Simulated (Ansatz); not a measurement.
# Property card for Ta2Si

All numbers below come from DFT r2SCAN, scalar-relativistic, plane waves, PAW in Ansatz 0.2.0.

Cutoff 500 eV; k points 10×10×10 on the computed 6-atom cell (Γ-centred); Gaussian smearing, width 0.10 eV; no spin polarisation.

The structure is relaxed at this level of theory with its symmetry kept. Whether it is the stable form of this composition wasn't checked.

Symmetry: I4/mcm, No. 140, tetragonal system. Conventional cell: a = 6.168 Å, b = 6.168 Å, c = 5.049 Å, α = 90.00°, β = 90.00°, γ = 90.00°. Ta (site symmetry m2m) has 4 Si at 2.63 Å and 3 Ta at 2.85 to 2.94 Å as nearest neighbours. Si (site symmetry 422) is surrounded by 2 Si at 2.52 Å and 8 Ta at 2.63 Å.

| Property | Result |
| --- | --- |
| Volume per atom | 16.01 Å³ |
| Formation energy from the elements' standard states (uncorrected) | -0.611 eV/atom |
| Generalised Kohn–Sham band gap | none (metal) |
| Density of states at the Fermi level | 2.58 states/eV per cell |
| Löwdin character within 0.5 eV of the Fermi level | Ta 5d 86 %, unprojected 6 % |
| Bulk modulus | 228 GPa |
| Its pressure derivative | 4.0 |
| Bader charges (e) | Ta (4 in the cell) 0.69, Si (2 in the cell) -1.37 |

Spin-orbit coupling is left out, which matters for the bands of heavy elements.